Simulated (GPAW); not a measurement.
# CdS (Hawleyite) in GPAW: the effect of target pressure

Crystal: CdS (Hawleyite).

```
Cd S
1.0
     0.00000    2.91650    2.91650
     2.91650    0.00000    2.91650
     2.91650    2.91650    0.00000
Cd S
1 1
Direct
  0.00000 0.00000 0.00000
  0.75000 0.75000 0.75000
```

Alike in all runs:

* Program: GPAW 26.7.0
* Task: relaxation of cell and atoms
* Functional: PBEsol
* Potentials or basis: PAW data sets generated in the run's folder for this functional
* Cutoff: 600 eV
* Basis: pw
* k mesh: 8 × 8 × 8
* Occupations: fermi-dirac, width 0.05 eV
* Spin: no spin polarisation

Each run relaxes the cell or the atoms first.

Task: One run gave: relaxed volume 23.85 Å³/atom; gap on the mesh 1.06 eV. Which target pressure did it use?
A. 5 GPa
B. 20 GPa
C. 30 GPa
D. 2 GPa
E. 0 GPa

Result: D.

```tsv
target pressure	target pressure	relaxed volume (Å³/atom)	gap on the mesh (eV)
0 GPa	-	24.61	1.00
2 GPa	2 GPa	23.85	1.06
5 GPa	5 GPa	22.99	1.13
10 GPa	10 GPa	21.80	1.22
20 GPa	20 GPa	20.12	1.35
30 GPa	30 GPa	18.92	1.43
```

Caveats: later steps reuse the first step's grids; the volume moved by over 15 % at a fixed basis, so the end points are rough (some runs).

